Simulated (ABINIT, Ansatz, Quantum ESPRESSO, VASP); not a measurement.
# SiO2: 5 runs at one level of theory

```
Si O
1.0
     4.98200    0.00000    0.00000
     0.00000    4.98200    0.00000
     0.00000    0.00000    6.96300
Si O
4 8
Direct
  0.79897 0.20103 0.75000
  0.70103 0.70103 0.50000
  0.20103 0.79897 0.25000
  0.29897 0.29897 0.00000
  0.10347 0.23989 0.82187
  0.26011 0.60347 0.07187
  0.89653 0.76011 0.32187
  0.73989 0.39653 0.57187
  0.60347 0.26011 0.92813
  0.76011 0.89653 0.67813
  0.39653 0.73989 0.42813
  0.23989 0.10347 0.17813
```

Alike in all runs: task single point; functional PBE; k mesh 6 × 6 × 4; occupations fermi-dirac, width 0.05 eV; no spin polarisation; no spin-orbit coupling. Pressure is positive in compression and, in plane waves, holds the error of the finite cutoff, which Ansatz's Pulay term estimates and takes out.

```
                        program and potentials  plane-wave cutoff (eV)                             notes  band gap (eV)  pressure (GPa)  largest force (eV/Å)
                            Ansatz, Ansatz PAW                     420  Pulay term of +0.53 GPa included           5.76            6.29                 0.409
Ansatz, all-electron LAPW, scalar-relativistic                       -                                 -           5.77            6.28                 0.410
             VASP, PBE PAW files O, Si, 520 eV                     520                                 -           5.76            6.43                 0.405
     Quantum ESPRESSO, SSSP 1.3 efficiency PBE                     748                                 -           5.77            6.72                 0.437
                      ABINIT, JTH PAW PBE v2.0                     626                                 -           5.75            4.51                 0.291
```

Force on atom 6 (O), eV/Å:

```json
{"program and potentials": "Ansatz, Ansatz PAW", "x": "0.079", "y": "0.094", "z": "-0.390"}
{"program and potentials": "Ansatz, all-electron LAPW, scalar-relativistic", "x": "0.079", "y": "0.094", "z": "-0.391"}
{"program and potentials": "VASP, PBE PAW files O, Si, 520 eV", "x": "0.079", "y": "0.092", "z": "-0.387"}
{"program and potentials": "Quantum ESPRESSO, SSSP 1.3 efficiency PBE", "x": "0.082", "y": "0.110", "z": "-0.415"}
{"program and potentials": "ABINIT, JTH PAW PBE v2.0", "x": "0.060", "y": "0.027", "z": "-0.283"}
```

The band gap spans 5.75 (ABINIT, JTH PAW PBE v2.0) to 5.77 eV (Ansatz, all-electron LAPW, scalar-relativistic), with all-electron results at 5.77. The pressure spans 4.51 (ABINIT, JTH PAW PBE v2.0) to 6.72 GPa (Quantum ESPRESSO, SSSP 1.3 efficiency PBE), with all-electron results at 6.28.

The functional is the same throughout but for its coding, so the spread measures potentials, basis and numerics; runs on potential files found faulty are left out.
